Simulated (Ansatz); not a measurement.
# 3-layer graphene (AB) in a perpendicular field, part 2 of 4

Wanted: the out-of-plane response of the 3-layer graphene (AB). A positive field points along +c.

Ansatz 0.2.0; plane-wave DFT, r2SCAN-D4, Ansatz PAW (the session's first sound run).

So far. Step 2 (Relaxing the slab): The lattice constant a goes from 2.467 to 2.454 Å.

In doubt: Bader basins on short bonds can need a finer grid (steps 3, 7), which would bear on Bader charges.

### Step 3. Single point, field 0

A sawtooth potential applies the field, turning back in the middle of the vacuum. With the dipole correction the typed value is the field outside the slab. The induced dipole is small, so the SCF threshold is tight.

The cell differs from the one that the last finished run ended in (c 37.200 → 24.767 Å).

input.yaml

```yaml
crystal:
  lattice:
    - [2.4536051259, 0.0, 0.0]
    - [-1.2268025629, 2.1248843699, 0.0]
    - [0.0, 0.0, 24.7669670572]
  atoms:
    - { symbol: C, position: [0.6666666667, 0.3333333333, 0.3633951422] }
    - { symbol: C, position: [0.3333333333, 0.6666666667, 0.363387248] }
    - { symbol: C, position: [0.0, 0.0, 0.5] }
    - { symbol: C, position: [0.6666666667, 0.3333333333, 0.5] }
    - { symbol: C, position: [0.6666666667, 0.3333333333, 0.6366048578] }
    - { symbol: C, position: [0.3333333333, 0.6666666667, 0.636612752] }
kpoints:
  mp_grid: { grid: [24, 24, 1] }
  band_path:
    path: [[0, 0, 0], [0.5, 0, 0], [0.33333333, 0.33333333, 0], [0, 0, 0]]
    npoints: 16
hamiltonian:
  xc: r2scan
  dispersion: d4
scf:
  occupations: { method: fermi_dirac, width: 0.05 }
  convergence: { dr2_threshold: 1.0e-10 }
efield:
  axis: 3
  dipole_correction: true
  ramp_position: 0.97
  ramp_width: 0.06
  amplitude: 0
output:
  dos: { projected: true, e_range: [-6, 5] }
  bader: true
  write_potential: true
  write_density: true
  volumetric_format: npy
  elf: true
```

Command:

```sh
$ ansatz run input.yaml --threads 4 --pin off --max-ram 6144MiB --backend cpu --events-out ev --progress --plain --runs-dir out
```

Numbers of over 12 decimals in the logs are rounded to 6 here.

Log:

```text
[...]
Crystal: 6 atoms, lattice volume = 129.126 Å³
Basis set: ecut = 500 eV, 3325 PW (Γ), exchange–correlation on 72×72×768 points (64 copies of the dense FFT grid, shifted against one another)
Bands: 18, of which v1, the nominal top of the filled ones, is band 12 counted from 1 (11 counted from 0)
Symmetry: 6 space group operations
k-points: 61 of 576 (time reversal used)
[...]
SCF iter   1: F=—  HF=-1510.224712 eV  |F-HF|=—  |Δ(HF+E_count)|=         —  Δρ=4.90e-3  dr2=1.07e-2  dr2_τ=1.25e0  ethr=1.77e-3  p=0.000 e·Å  D=1.53e-13 V/Å  ΔV_dip=-0.00 eV  dr2_dipole=3.93e-9  V_vac-E_F(+/−)=4.45/4.45 eV  ⟨swp⟩=7.8  Hψ=6894  notcnv=0
efield: sawtooth ramp at fractional position 0.9700 (set: `efield.ramp_position`, or a place that a band, a saddle search or an elastic batch's reference lends), width 0.0600; the density the first Hamiltonian is built on has a dipole p = 0.000 e·Å; the dipole correction subtracts the counter field D = 1.53e-13 V/Å, which shifts the + side's vacuum level by -0.00 eV against the − side's; the planar-averaged density in the ramp window peaks in size at 1.2e-5 e/Å³
[...]
SCF iter   2: F=—  HF=-1510.344205 eV  |F-HF|=—  |Δ(HF+E_count)|=   1.19e-1  Δρ=1.11e-3  dr2=3.94e-3  dr2_τ=7.07e-5  ethr=4.44e-5  p=0.000 e·Å  D=1.28e-6 V/Å  ΔV_dip=-0.00 eV  dr2_dipole=4.03e-9  V_vac-E_F(+/−)=4.19/4.19 eV  ⟨swp⟩=3.6  Hψ=2967  notcnv=0  defer=62
[...]
SCF iter  10: F=-1510.343316 eV  HF=-1510.343316 eV  |F-HF|=2.71e-11  |Δ(HF+E_count)|=  1.93e-10  Δρ=1.98e-7  dr2=4.69e-11  dr2_τ=4.62e-12  ethr=1.00e-12  p=0.000 e·Å  D=1.93e-7 V/Å  ΔV_dip=-0.00 eV  dr2_dipole=4.07e-13  V_vac-E_F(+/−)=4.29/4.29 eV  ⟨swp⟩=3.0  Hψ=3989  notcnv=0
SCF 1 converged in 10 iterations: F = -1510.343316 eV  dr2 = 4.69e-11
[...]
NSCF: frozen V_eff on 49 k-points
efield: sawtooth ramp at fractional position 0.9700 (kept from the solve that this one continues, or follows in the run), width 0.0600; the density the first Hamiltonian is built on has a dipole p = 0.000 e·Å; the dipole correction subtracts the counter field D = 1.93e-7 V/Å, which shifts the + side's vacuum level by -0.00 eV against the − side's; the planar-averaged density in the ramp window peaks in size at 6.9e-9 e/Å³
[...]
SCF converged after 10 iterations
[...]
Free energy (F): -1510.343316 eV
[...]
Internal energy: -1510.342359 eV  (E = F + TS)
E sigma→0 (E₀):  -1510.342838 eV
Entropy (-TS):   -0.000957 eV (-0.160 meV/atom)
Fermi energy:    0.325676 eV
Dipole field:    D = -0.000001 V/Å  (p = -0.000001 e·Å, saw-weighted, corrected)
Work function:   Φ+ = 4.2884 eV   Φ− = 4.2884 eV
Levels:          The Fermi level and band energies are counted from a zero that moves with the ramp; work functions are not
[...]
--- Band table (eV; the first three rows and the last of 61) ---
  k-point 0: bands = [... 8 lower, -2.9086, -2.9086, -2.8988, -2.8988, 4.1269, 4.3526, 4.8997, 5.8177, ... 2 higher]
  k-point 1: bands = [... 8 lower, -3.0804, -3.0093, -3.0044, -2.9936, 4.1831, 4.4094, 4.9567, 5.8745, ... 2 higher]
  k-point 2: bands = [... 8 lower, -3.5974, -3.2788, -3.2719, -3.2589, 4.3520, 4.5797, 5.1279, 6.0451, ... 2 higher]
  k-point 60: bands = [... 8 lower, -10.8618, -0.1292, 0.3096, 0.3216, 0.3337, 0.3376, 0.8270, 11.1386, ... 2 higher]
--- Bader charges: 6 sites ---
  site symbol  charge [e]  shift [e]
     0      C     -0.0007     0.0003
     1      C      0.0010     0.0003
     2      C      0.0015     0.0007
     3      C     -0.0020     0.0007
     4      C     -0.0007     0.0003
     5      C      0.0010     0.0003
  estimated error of the sums over rays = 2.0e-4 e
```

It took 24 s on 4 threads of Intel Xeon 6975P-C (Granite Rapids), shared host; peak memory 0.75 GiB.

The column dr2 measures how far the density is from self-consistency, as an energy; F and HF (Harris–Foulkes) agree once it is small.

This step gave:

- energy at zero smearing: -1510.3428 eV
- work function, upper face: 4.288 eV
- dipole along the normal: -6.25e-7 e·Å

Running mean over a fixed 2.7 Å (it still follows the layers) of the planar mean; the ramp of the sawtooth is left out. Table of electron's electrostatic potential energy less the Fermi level by z:

```csv
z (Å),electron's electrostatic potential energy less the Fermi level (eV)
3.0,4.29
3.5,4.29
4.0,4.29
4.5,4.29
5.0,4.29
5.5,4.28
6.0,4.26
6.5,4.14
7.0,3.41
7.5,-0.168
8.0,-5.67
8.5,-7.65
9.0,-7.94
9.5,-7.67
10.0,-5.85
10.5,-1.50
11.0,-2.39
11.5,-6.58
12.0,-7.79
12.5,-7.92
13.0,-7.48
13.5,-4.91
14.0,-0.950
14.5,-3.50
15.0,-7.08
15.5,-7.88
16.0,-7.89
16.5,-7.13
17.0,-3.33
17.5,2.04
18.0,3.90
18.5,4.22
19.0,4.28
19.5,4.29
20.0,4.29
20.5,4.29
21.0,4.29
21.5,4.29
```

The density of states has structure finer than the step of the table below, so its rows give means over 0.2 eV, whole bins alone (the curve runs from -6 to 1.99 eV). Peaks (eV: height): -5.78: 2.05, -5.31: 2.44, -2.55: 1.73, -2.31: 2.03, 1.66: 1.73, 1.77: 1.80, 1.86: 1.62.

Table of density of states by energy, zero at the Fermi level; means over each step:

| energy (eV) | density of states (states/eV a cell) |
| --- | --- |
| -5.8 | 1.87 |
| -5.6 | 1.70 |
| -5.4 | 2.00 |
| -5.2 | 1.85 |
| -5.0 | 1.72 |
| -4.8 | 1.69 |
| -4.6 | 1.65 |
| -4.4 | 1.62 |
| -4.2 | 1.61 |
| -4.0 | 1.56 |
| -3.8 | 1.59 |
| -3.6 | 1.56 |
| -3.4 | 1.58 |
| -3.2 | 1.12 |
| -3.0 | 1.13 |
| -2.8 | 1.26 |
| -2.6 | 1.33 |
| -2.4 | 1.29 |
| -2.2 | 1.10 |
| -2.0 | 0.813 |
| -1.8 | 0.673 |
| -1.6 | 0.555 |
| -1.4 | 0.463 |
| -1.2 | 0.392 |
| -1.0 | 0.318 |
| -0.8 | 0.245 |
| -0.6 | 0.165 |
| -0.4 | 0.110 |
| -0.2 | 0.0541 |
| 0.0 | 0.0108 |
| 0.2 | 0.0423 |
| 0.4 | 0.0870 |
| 0.6 | 0.149 |
| 0.8 | 0.255 |
| 1.0 | 0.345 |
| 1.2 | 0.461 |
| 1.4 | 0.608 |
| 1.6 | 1.14 |
| 1.8 | 1.42 |

Projected DOS per atom over height of the atomic layer and energy from the Fermi level. Layers: C2 C2 C2 from below.

Ten even steps from '0' (0.003 states/eV) to '9' (0.336 states/eV), each cell a mean:
```
666
333
111
000
000
000
000
000
111
222
333
555
656
565
666
777
777
787
888
888
999
999
```
Columns: height of the atomic layer (Å) from 9.00 to 15.8; rows upwards: energy from the Fermi level (eV) from -5.96 to 1.96.

Electronic bands along the path, in eV, zero at the Fermi level:

| point | band 9 | band 10 | band 11 | band 12 | band 13 | band 14 | band 15 | band 16 |
| --- | --- | --- | --- | --- | --- | --- | --- | --- |
| Γ | -3.23 | -3.23 | -3.22 | -3.22 | 3.80 | 4.03 | 4.57 | 5.49 |
| halfway | -5.64 | -5.40 | -5.39 | -5.37 | 5.82 | 6.06 | 6.63 | 7.47 |
| M | -6.83 | -2.81 | -2.53 | -2.32 | 1.62 | 1.80 | 2.13 | 7.66 |
| halfway | -8.75 | -2.17 | -1.89 | -1.68 | 1.50 | 1.56 | 1.75 | 10.32 |
| K | -11.19 | -0.45 | -0.02 | 0.00 | 0.01 | 0.01 | 0.50 | 10.81 |
| halfway | -6.82 | -6.30 | -5.71 | -5.06 | 6.50 | 6.73 | 6.75 | 6.93 |
| Γ | -3.23 | -3.23 | -3.22 | -3.22 | 3.80 | 4.03 | 4.57 | 5.49 |

Valence density in the ca plane at fractional y = 0.333, with atoms of C within 0.2 Å of it. It is the smooth field of the valence electrons, not physical close to the nuclei.

Values in e/Å³, 5 rows by 16 columns, each cell a mean:
```
0.0 0.0 0.0 0.3 1.4 0.3 0.1 1.1 0.8 0.1 0.5 1.3 0.1 0.0 0.0 0.0
0.0 0.0 0.0 0.3 1.6 0.4 0.1 1.2 0.9 0.1 0.6 1.5 0.2 0.0 0.0 0.0
0.0 0.0 0.0 0.3 1.4 0.3 0.1 1.1 0.8 0.1 0.5 1.3 0.1 0.0 0.0 0.0
0.0 0.0 0.0 0.2 0.8 0.2 0.1 0.7 0.5 0.0 0.3 0.8 0.1 0.0 0.0 0.0
0.0 0.0 0.0 0.2 0.8 0.2 0.1 0.7 0.5 0.0 0.3 0.8 0.1 0.0 0.0 0.0
```
Columns run along c (16.0 Å, from fractional 0.19 to 0.84 of the cell), rows up along a (2.5 Å). Atoms in or near the plane, at fractional coordinates: C at (0.36, 0.67), C at (0.50, 0.67), C at (0.64, 0.67).

ELF in the ca plane at fractional y = 0.333, with atoms of C within 0.2 Å of it. It is the smooth field of the valence electrons, not physical close to the nuclei.

Ten even steps from '0' (0.00) to '9' (0.79), each cell a mean:
```
00000000258999740037999851026999973100000000
00000001368646750047745862027744774200000000
00000001367314750047503762037621675200000000
00000001368767850047867861027866874100000000
00000000258999740037999851026899963100000000
00000000136887620025788631014788752000000000
00000000135676520024676530014677642000000000
00000000146898630026898741015799852000000000
```
Columns run along c (16.0 Å, from fractional 0.19 to 0.84 of the cell), rows up along a (2.5 Å). Atoms in or near the plane, at fractional coordinates: C at (0.36, 0.67), C at (0.50, 0.67), C at (0.64, 0.67).

Electrostatic potential energy in the ca plane at fractional y = 0.333, with atoms of C within 0.2 Å of it. With pseudopotentials it is smooth inside the atoms' cores, unlike the true potential.

Ten even steps from '0' (-57 eV) to '9' (5 eV), each cell a mean:
```
99999999998646899999745899999755799999999999
99999999997203899998401799999510599999999999
99999999997001799998200699998400389999999999
99999999998314899998412799999611699999999999
99999999998757999999756899999866899999999999
99999999999878999999878999999877899999999999
99999999999878999999877999999877899999999999
99999999999878999999878999999877899999999999
```
Columns run along c (16.0 Å, from fractional 0.19 to 0.84 of the cell; values clipped at the 3rd and 97th percentile), rows up along a (2.5 Å). Atoms in or near the plane, at fractional coordinates: C at (0.36, 0.67), C at (0.50, 0.67), C at (0.64, 0.67).

The work function of the upper face is 4.29 eV.

### Step 4. Atoms held, field 0.1 V/Å

Changes to input.yaml since step 3:

```diff
@@ -28,6 +28,4 @@
   ramp_width: 0.06
-  amplitude: 0
+  amplitude: 0.1
 output:
-  dos: { projected: true, e_range: [-6, 5] }
-  bader: true
   write_potential: true
@@ -35,2 +33 @@
   volumetric_format: npy
-  elf: true
```

Log:

```text
[...]
Crystal: 6 atoms, lattice volume = 129.126 Å³
Basis set: ecut = 500 eV, 3325 PW (Γ), exchange–correlation on 72×72×768 points (64 copies of the dense FFT grid, shifted against one another)
Bands: 18, of which v1, the nominal top of the filled ones, is band 12 counted from 1 (11 counted from 0)
Symmetry: 6 space group operations
k-points: 61 of 576 (time reversal used)
[...]
k-point 0: bands = [... 8 lower, -2.9032, -2.9032, -2.8658, -2.8658, 3.9656, 4.4668, 4.7635, 5.9356, ... 2 higher]
  k-point 1: bands = [... 8 lower, -3.0484, -3.0476, -2.9990, -2.9613, 4.0224, 4.5230, 4.8206, 5.9895, ... 2 higher]
  k-point 2: bands = [... 8 lower, -3.5678, -3.3155, -3.2666, -3.2283, 4.1927, 4.6916, 4.9919, 6.1510, ... 2 higher]
  k-point 60: bands = [... 8 lower, -10.8235, -0.1317, 0.2828, 0.3092, 0.3336, 0.3761, 0.8290, 11.1320, ... 2 higher]
[key lines of the parts left out:]
SCF converged after 11 iterations
Free energy (F): -1510.344472 eV
Fermi energy:    0.325068 eV
Dipole field:    D = 0.032320 V/Å  (p = 0.023064 e·Å, saw-weighted, corrected)
```

Wall time 11 s (4 threads); peak memory 0.71 GiB; 39 s of CPU time.

The dipole is 0.0231 e·Å.

### Step 5. Atoms held, field -0.1 V/Å

Changes to input.yaml since step 4:

```diff
@@ -28,3 +28,3 @@
   ramp_width: 0.06
-  amplitude: 0.1
+  amplitude: -0.1
 output:
```

Log:

```text
[...]
Crystal: 6 atoms, lattice volume = 129.126 Å³
Basis set: ecut = 500 eV, 3325 PW (Γ), exchange–correlation on 72×72×768 points (64 copies of the dense FFT grid, shifted against one another)
Bands: 18, of which v1, the nominal top of the filled ones, is band 12 counted from 1 (11 counted from 0)
Symmetry: 6 space group operations
k-points: 61 of 576 (time reversal used)
[...]
k-point 0: bands = [... 8 lower, -2.9032, -2.9032, -2.8658, -2.8658, 3.9656, 4.4668, 4.7635, 5.9356, ... 2 higher]
  k-point 1: bands = [... 8 lower, -3.0484, -3.0476, -2.9990, -2.9613, 4.0224, 4.5230, 4.8206, 5.9895, ... 2 higher]
  k-point 2: bands = [... 8 lower, -3.5678, -3.3155, -3.2666, -3.2283, 4.1927, 4.6916, 4.9919, 6.1510, ... 2 higher]
  k-point 60: bands = [... 8 lower, -10.8235, -0.1317, 0.2828, 0.3092, 0.3336, 0.3761, 0.8290, 11.1320, ... 2 higher]
[key lines of the parts left out:]
SCF converged after 11 iterations
Free energy (F): -1510.344472 eV
Fermi energy:    0.325070 eV
Dipole field:    D = -0.032321 V/Å  (p = -0.023064 e·Å, saw-weighted, corrected)
```

Wall time 11 s (4 threads); peak memory 0.71 GiB.

The dipole is -0.0231 e·Å.

### Step 6. Atoms held, field 0.5 V/Å

Changes to input.yaml since step 5:

```diff
@@ -28,3 +28,3 @@
   ramp_width: 0.06
-  amplitude: -0.1
+  amplitude: 0.5
 output:
```

Log:

```text
[...]
Crystal: 6 atoms, lattice volume = 129.126 Å³
Basis set: ecut = 500 eV, 3325 PW (Γ), exchange–correlation on 72×72×768 points (64 copies of the dense FFT grid, shifted against one another)
Bands: 18, of which v1, the nominal top of the filled ones, is band 12 counted from 1 (11 counted from 0)
Symmetry: 6 space group operations
k-points: 61 of 576 (time reversal used)
[...]
k-point 0: bands = [... 8 lower, -2.9119, -2.9119, -2.5658, -2.5658, 2.6141, 3.7430, 5.0919, 5.7463, ... 2 higher]
  k-point 1: bands = [... 8 lower, -3.0949, -3.0076, -2.7487, -2.6616, 2.6717, 3.7998, 5.1464, 5.8022, ... 2 higher]
  k-point 2: bands = [... 8 lower, -3.6153, -3.2751, -3.2687, -2.9289, 2.8446, 3.9703, 5.3099, 5.9702, ... 2 higher]
  k-point 60: bands = [... 8 lower, -10.5214, -0.2572, -0.0343, 0.3009, 0.3296, 0.6851, 0.9419, 10.9065, ... 2 higher]
[key lines of the parts left out:]
SCF converged after 15 iterations
Free energy (F): -1510.371001 eV
Fermi energy:    0.316784 eV
Dipole field:    D = 0.150677 V/Å  (p = 0.107522 e·Å, saw-weighted, corrected)
```

Wall time 12 s (4 threads); peak memory 0.71 GiB; 45 s of CPU time.

The dipole is 0.108 e·Å.

### Step 7. Single point, field -0.3 V/Å

Changes to input.yaml since step 6:

```diff
@@ -28,4 +28,6 @@
   ramp_width: 0.06
-  amplitude: 0.5
+  amplitude: -0.3
 output:
+  dos: { projected: true, e_range: [-6, 5] }
+  bader: true
   write_potential: true
@@ -33 +35,2 @@
   volumetric_format: npy
+  elf: true
```

Log:

```text
[...]
Crystal: 6 atoms, lattice volume = 129.126 Å³
Basis set: ecut = 500 eV, 3325 PW (Γ), exchange–correlation on 72×72×768 points (64 copies of the dense FFT grid, shifted against one another)
Bands: 18, of which v1, the nominal top of the filled ones, is band 12 counted from 1 (11 counted from 0)
Symmetry: 6 space group operations
k-points: 61 of 576 (time reversal used)
[...]
k-point 60: bands = [... 8 lower, -10.6993, -0.1639, 0.1522, 0.3059, 0.3325, 0.5042, 0.8563, 11.0637, ... 2 higher]
--- Bader charges: 6 sites ---
  site symbol  charge [e]  shift [e]
     0      C      0.0023     0.0002
     1      C      0.0036     0.0002
     2      C      0.0015     0.0007
     3      C     -0.0020     0.0007
     4      C     -0.0038     0.0004
     5      C     -0.0017     0.0004
  estimated error of the sums over rays = 3.0e-4 e
[key lines of the parts left out:]
SCF converged after 13 iterations
Free energy (F): -1510.353540 eV
Fermi energy:    0.320228 eV
Dipole field:    D = -0.093749 V/Å  (p = -0.066898 e·Å, saw-weighted, corrected)
```

Wall time 28 s (4 threads); peak memory 0.73 GiB.

The dipole is -0.0669 e·Å.

### Step 8. Response, atoms held

This step: plane-wave DFT, r2SCAN-D4, Ansatz PAW; response to a field along the normal, atoms held (Ansatz 0.2.0).

The dipoles give the slope, and the difference of two potentials shows where the field is screened.

This step gave:

```
equivalent conductor thickness p/(ε₀AE) : 8.005 Å
distance between the outer atoms        : 6.767 Å
```

The dipole of the cell by applied field:

```
applied field (V/Å)  dipole of the cell (e·Å)
             -0.300                   -0.0669
             -0.100                   -0.0231
              0.000                   -6.3e-7
              0.100                    0.0231
              0.500                     0.108
```

Local field over the applied field, running mean. From the potentials at -0.1 and 0.1 V/Å; running mean over 2.5 Å. Local field over applied field against z:

| z (Å) | local field over applied field |
| --- | --- |
| 5 | 0.999 |
| 6 | 0.983 |
| 7 | 0.843 |
| 8 | 0.496 |
| 9 | 0.191 |
| 10 | 0.144 |
| 11 | 0.143 |
| 12 | 0.0961 |
| 13 | 0.109 |
| 14 | 0.147 |
| 15 | 0.135 |
| 16 | 0.245 |
| 17 | 0.578 |
| 18 | 0.899 |
| 19 | 0.991 |
| 20 | 1.000 |

Electrons, planar mean, per unit field. Table of induced electron density by z:

```csv
z (Å),induced electron density (e/Å³ per V/Å)
4.5,5.8e-7
5.0,2.8e-6
5.5,1.3e-5
6.0,5.8e-5
6.5,2.3e-4
7.0,8.2e-4
7.5,0.00232
8.0,0.00433
8.5,0.00280
9.0,-7.3e-4
9.5,2.6e-4
10.0,-0.00122
10.5,-4.7e-4
11.0,6.0e-4
11.5,0.00128
12.0,1.9e-4
12.5,1.8e-4
13.0,-9.3e-4
13.5,-0.00109
14.0,-1.0e-4
14.5,9.4e-4
15.0,8.9e-4
15.5,-7.1e-4
16.0,6.4e-5
16.5,-0.00431
17.0,-0.00348
17.5,-0.00148
18.0,-4.7e-4
18.5,-1.2e-4
19.0,-2.9e-5
19.5,-6.5e-6
20.0,-1.4e-6
20.5,-2.8e-7
```

By hand: between -0.1 and 0.1 V/Å the dipole changes by 0.04613 e·Å, a slope of 0.2306 e·Å²/V. A perfect conductor of thickness t has p = ε₀AEt, so t = 180.95 × 0.2306 / 5.214 = 8.00 Å (e/ε₀ = 180.95 V·Å, A in Å²).

The induced dipole is that of a conductor 8.00 Å thick.

[end of part 2 of 4]

[Logs are printed without paths, hosts, clocks, repeated set-up lines and the standing remarks that a program may print on its own settings, such as how far it seeks lower states.]

[Hosts, paths, dates, database ids (printed as entryN), source tags and the programs' standing remarks are cut or masked in the printed files.]

[Maps of the electrostatic potential energy from Ansatz leave out the sawtooth potential of an applied field or a dipole correction, so their vacuum need not be flat; planar profiles and work functions include it.]

[The density of states shown here was stored with 400 of the rows of the run's finer table, so its peaks can read low, often by over a quarter, or be missed, and its means over a window can be off by a tenth or more.]
